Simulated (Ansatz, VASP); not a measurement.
# One calculation of Na, two programs

File INCAR:

```
PREC = Accurate ; ENCUT = 520
EDIFF = 1E-6 ; ISMEAR = 0
SIGMA = 0.15 ; LREAL = False
LASPH = True ; NELM = 100
ALGO = Normal ; ISIF = 2
LWAVE = False ; LCHARG = True
GGA = PE ; LELF = True
LVHAR = True ; NBANDS = 10
```

Contents of KPOINTS:

```
Automatic mesh
0
Gamma
  18 18 18
```

POSCAR

```
Na
1.0
   -1.1204405758      2.2408811517      2.2408811517
    2.2408811517     -1.1204405758      2.2408811517
    2.2408811517      2.2408811517     -1.1204405758
Na
1
Direct
    0.0000000000      0.0000000000      0.0000000000
```

Input for Ansatz:

```yaml
crystal:
  lattice:
    - [-1.1204405758, 2.2408811517, 2.2408811517]
    - [2.2408811517, -1.1204405758, 2.2408811517]
    - [2.2408811517, 2.2408811517, -1.1204405758]
  atoms:
    - { symbol: Na, position: [0.0, 0.0, 0.0] }
basis:
  ecutwfc: 420
kpoints:
  mp_grid: { grid: [18, 18, 18] }
hamiltonian:
  xc: pbe
scf:
  occupations: { method: gaussian, width: 0.15 }
output:
  forces: true
  stress: true
  eigenvalues: true
```

Alike in both runs: task single point; functional PBE; k mesh 18 × 18 × 18; occupations gaussian, width 0.15 eV; no spin polarisation.

|  | VASP | Ansatz |
| --- | --- | --- |
| version | VASP 6.6.1 | Ansatz 0.2.0 |
| potentials or method | VASP PAW PBE potentials, release 64 (Na_pv) | scalar-relativistic, plane waves, PAW |
| plane-wave cutoff (eV) | 520 | 420 |
| valence electrons in the cell | 7 | 9 |

```tsv
	VASP	Ansatz	Ansatz less VASP
gap on the k mesh at the Fermi level (eV)	none	none	-
pressure (GPa)	0.3	0.3	0.00
```

A gap of «none» marks a metal or a gap that the smearing closes. The two sets of potentials don't hold the same shells in valence.
